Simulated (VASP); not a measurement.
GaP, 2 atoms in the cell. The structure is cubic, space group F-43m (No. 216). Conventional cell: a = 5.438 Å, b = 5.438 Å, c = 5.438 Å, α = 90.00°, β = 90.00°, γ = 90.00°. Ga (site symmetry -43m) is surrounded by 4 P at 2.35 Å. P (site symmetry -43m) has 4 Ga at 2.35 Å as nearest neighbours. 

```yaml
Program: VASP 6.6.1
Task: elastic constants
Functional: PBEsol
Potentials_or_basis: VASP PAW PBE potentials, release 64 (Ga_d, P)
Cutoff: 600 eV
k_mesh: 8 × 8 × 8
Occupations: gaussian, width 0.01 eV
Spin: no spin polarisation
Dipole_correction: no
Ions_in_elastic_constants: relaxed
Further_INCAR_settings: ALGO = Fast; EDIFF = 1e-08; IBRION = 6; POTIM = 0.015; NSW = 1; ISIF = 3
```

Potentials or basis: VASP PAW PBE potentials, release 64 (Ga_d, P).

Command:

```bash
$ cat potpaw_PBE.64/Ga_d/POTCAR potpaw_PBE.64/P/POTCAR > POTCAR
$ mpirun -np 1 vasp_std > vasp.out
```

Hardware: 1 thread of Intel(R) Xeon(R) Platinum 8488C (Sapphire Rapids), with other jobs on the host.

Task: How long does it take, and how much memory?

Result: It took 14 min on 1 thread of Intel(R) Xeon(R) Platinum 8488C (Sapphire Rapids) (shared host), peak memory 0.32 GiB. Counts: scf iterations 209, k points 29.
